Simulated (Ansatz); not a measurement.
Input and command of a plane-wave DFT calculation in Ansatz:

```yaml
crystal:
  lattice:
    - [17.6413806808, 0.0, 0.0]
    - [0.0, 2.9402301135, 0.0]
    - [0.0, 0.0, 20.3162266059]
  atoms:
    - { symbol: Au, position: [0.0, 0.0, 0.0738326082] }
    - { symbol: Au, position: [0.0833333333, 0.5, 0.1761673918] }
    - { symbol: Au, position: [0.1666666667, 1.0, 0.0738326082] }
    - { symbol: Au, position: [0.25, 0.5, 0.1761673918] }
    - { symbol: Au, position: [0.3333333333, 1.0, 0.0738326082] }
    - { symbol: Au, position: [0.4166666667, 0.5, 0.1761673918] }
    - { symbol: Au, position: [0.5, 1.0, 0.0738326082] }
    - { symbol: Au, position: [0.5833333333, 0.5, 0.1761673918] }
    - { symbol: Au, position: [0.6666666667, 1.0, 0.0738326082] }
    - { symbol: Au, position: [0.75, 0.5, 0.1761673918] }
    - { symbol: Au, position: [0.8333333333, 1.0, 0.0738326082] }
    - { symbol: Au, position: [0.9166666667, 0.5, 0.1761673918] }
    - { symbol: Au, position: [0.0, 0.0, 0.2785021753] }
    - { symbol: Au, position: [0.0833333333, 0.5, 0.3808369588] }
    - { symbol: Au, position: [0.1666666667, 1.0, 0.2785021753] }
    - { symbol: Au, position: [0.25, 0.5, 0.3808369588] }
    - { symbol: Au, position: [0.3333333333, 1.0, 0.2785021753] }
    - { symbol: Au, position: [0.4166666667, 0.5, 0.3808369588] }
    - { symbol: Au, position: [0.5, 1.0, 0.2785021753] }
    - { symbol: Au, position: [0.5833333333, 0.5, 0.3808369588] }
    - { symbol: Au, position: [0.6666666667, 1.0, 0.2785021753] }
    - { symbol: Au, position: [0.75, 0.5, 0.3808369588] }
    - { symbol: Au, position: [0.8333333333, 1.0, 0.2785021753] }
    - { symbol: Au, position: [0.9166666667, 0.5, 0.3808369588] }
    - { symbol: Au, position: [0.0, 0.0, 0.4831717423] }
    - { symbol: Au, position: [0.1666666667, 1.0, 0.4831717423] }
    - { symbol: Au, position: [0.3333333333, 1.0, 0.4831717423] }
basis:
  ecutwfc: 420
kpoints:
  mp_grid: { grid: [2, 12, 1] }
hamiltonian:
  xc: pbe
scf:
  occupations: { method: gaussian, width: 0.1 }
output:
  forces: true
  eigenvalues: true
  populations: true
relax:
  adjacent_minimum: "off"
  f_tol: 0.02
  max_steps: 45
  constraints: [{ sites: [0, 1, 2, 3, 4, 5, 6, 7, 8, 9, 10, 11] }]
efield:
  axis: 3
  dipole_correction: true
  ramp_width: 0.04
```

```bash
ansatz run input.yaml --threads 4 --pin off --max-ram 11264MiB --backend cpu --events-out ev --progress --plain --runs-dir out
```

Processor: Intel(R) Xeon(R) Processor @ 2.50GHz (Skylake/Cascade Lake), 4 threads, on a host shared with other jobs.

How long does it run, and how much memory does it take?

About 16 min on 4 threads of Intel(R) Xeon(R) Processor @ 2.50GHz (Skylake/Cascade Lake), with other jobs on the host, peak memory 6.9 GiB. It solves 308 bands at 14 k points (the mesh reduced by the symmetry that the task leaves, which can be less than the crystal's) with about 20437 plane waves, in 28 SCF iterations over 4 ionic steps.
